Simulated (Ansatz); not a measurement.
Fe₃Co: do energies and stresses tell the same story?

Level of theory: DFT PBEsol, scalar-relativistic, plane waves, PAW in Ansatz.

Plane waves to 420 eV, a k mesh through Γ of 10×10×16 on the computed 4-atom cell and Gaussian smearing (0.10 eV); collinear spin from starting moments 2.48 2.8 2.8 1.97 μB.

Relaxed cell: P4/mmm, a = 3.967 Å, b = 3.967 Å, c = 2.791 Å, α = 90.00°, β = 90.00°, γ = 90.00°, 4 atoms in the primitive cell. Whether it is the stable form of this composition wasn't checked.

Energies at zero smearing and pressures from the stress tensor, at volumes with shape and atoms relaxed:
```csv
V (Å³/atom),E − E(first) (meV/atom),P (GPa)
9.665,0.00,37.00
9.995,-64.42,25.52
10.324,-106.70,15.58
10.654,-129.93,7.09
10.983,-136.90,0.00
11.313,-130.61,-5.79
11.642,-113.67,-10.63
12.081,-77.07,-16.08
```

**Question.** Check P = −dE/dV between neighbouring volumes, and get the bulk modulus from the pressures alone.

**Answer.** With 1 eV/Å³ = 160.2 GPa:
| middle V (Å³/atom) | −ΔE/ΔV (GPa) | mean P (GPa) |
| --- | --- | --- |
| 9.830 | 31.324 | 31.260 |
| 10.159 | 20.559 | 20.550 |
| 10.489 | 11.296 | 11.337 |
| 10.818 | 3.391 | 3.549 |
| 11.148 | -3.059 | -2.894 |
| 11.477 | -8.239 | -8.209 |
| 11.862 | -13.346 | -13.353 |

The two differ by 0.16 GPa at most. The mean of two end pressures misses the average over a step by about ΔV² P″/12, up to 0.13 GPa here; with that taken off 0.18 GPa remains. The stress is the derivative of the free energy, not of the energy at zero smearing, and with free energies 0.02 GPa remains. The largest site moment goes from 2.32 to 2.69 μB along the series, which bends P(V). Around V = 10.983 Å³/atom, the two neighbours give B = −V ΔP/ΔV = 10.983 × 12.89 / 0.659 = 214.8 GPa, against B0 = 213.0 GPa from the Birch–Murnaghan fit of the energies.

Only parallel moments were tried here.

Only this magnetic start was tried.